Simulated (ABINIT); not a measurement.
TiO2 (Anatase):

```
Ti O
1.0
    -1.89210    1.89210    4.75730
     1.89210   -1.89210    4.75730
     1.89210    1.89210   -4.75730
Ti O
2 4
Direct
  0.75000 0.25000 0.50000
  0.00000 0.00000 0.00000
  0.79190 0.79190 0.00000
  0.54190 0.04190 0.50000
  0.95810 0.45810 0.50000
  0.20810 0.20810 0.00000
```

| Item | Value |
| --- | --- |
| Program | ABINIT 10.8.3 (patched build) |
| Task | relaxation of cell and atoms |
| Functional | LDA |
| Potentials or basis | JTH PAW LDA v2.0 |
| Cutoff | 626 eV |
| k mesh | 6 × 6 × 6 |
| Occupations | fermi-dirac, width 0.05 eV |
| Spin | no spin polarisation |

At the start: pressure -6.3 GPa; volume 11.35 Å³/atom.

Task: How do energy, volume and symmetry change on relaxing?

Result: Over 8 steps the energy falls by 6.5 meV/atom and the volume is 11.05 Å³/atom (-2.7 %); space group I4_1/amd (No. 141, to 0.05 Å).

The path:
```
step  energy change (eV)  largest force (eV/Å)  pressure (GPa)  volume (Å³)
   1              0.0000                0.1147           -6.26        68.13
   2             -0.0344                0.0055           -2.00        66.83
   3             -0.0386                0.0348            0.10        66.22
   4             -0.0388                0.0162            0.08        66.22
   5             -0.0389                0.0120            0.01        66.23
   6             -0.0390                0.0126            0.01        66.23
   7             -0.0390                0.0104           -0.03        66.27
   8             -0.0390                0.0040           -0.01        66.28
```

Final structure:
```cif
data_structure
_symmetry_space_group_name_H-M 'P 1'
_symmetry_Int_Tables_number 1
_cell_length_a 5.4271
_cell_length_b 5.4271
_cell_length_c 5.4271
_cell_angle_alpha 139.693
_cell_angle_beta 139.693
_cell_angle_gamma 58.320
_cell_volume 66.28
loop_
_atom_site_label
_atom_site_type_symbol
_atom_site_fract_x
_atom_site_fract_y
_atom_site_fract_z
_atom_site_occupancy
Ti1 Ti 0.75000 0.25000 0.50000 1
Ti2 Ti 0.00000 0.00000 0.00000 1
O1 O 0.79225 0.79225 0.00000 1
O2 O 0.54225 0.04225 0.50000 1
O3 O 0.95775 0.45775 0.50000 1
O4 O 0.20775 0.20775 0.00000 1
```

Caveat: the atomic spheres overlap.
